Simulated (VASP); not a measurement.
Input of a VASP 6.6.1 run:

Contents of INCAR:

```
PREC     = Accurate       # precision mode
ENCUT    = 600            # plane-wave cutoff, eV
EDIFF    = 1E-6           # SCF threshold, eV
ISMEAR   = -1             # smearing method
SIGMA    = 0.05           # smearing width, eV
LREAL    = False          # projectors in reciprocal space
LASPH    = True           # aspherical terms in the spheres
NELM     = 60             # most SCF steps
ALGO     = Normal         # electronic algorithm
ISIF     = 3              # what is computed and relaxed
LWAVE    = False          # write WAVECAR
LCHARG   = False          # write CHGCAR
GGA      = PS             # functional
IBRION   = 2              # ionic algorithm
NSW      = 40             # ionic steps
EDIFFG   = -0.01          # ionic threshold
```

The input KPOINTS:

```
Automatic mesh
0
Gamma
  8 8 6
```

The input POSCAR:

```
CuAu
1.0
    2.8107494552      0.0000000000      0.0000000000
    0.0000000000      2.8107494552      0.0000000000
    0.0000000000      0.0000000000      3.6850000000
Au Cu
1 1
Direct
    0.0000000000      0.0000000000      0.0000000000
    0.5000000000      0.5000000000      0.5000000000
```

Potentials or basis: VASP PAW PBE potentials, release 64 (Au, Cu).

The run is started by

```bash
$ cat potpaw_PBE.64/Au/POTCAR potpaw_PBE.64/Cu/POTCAR > POTCAR
$ mpirun -np 1 vasp_std > vasp.out
```

(1) What does it give for the relaxed volume?

(2) What does it give for the space group after relaxing (to 0.05 Å)?

Answers

(1) 14.18 Å³/atom.

(2) P4/mmm (No. 123).

Caveat: the PAW data sets were made with another functional, which shifts forces and pressure a little.
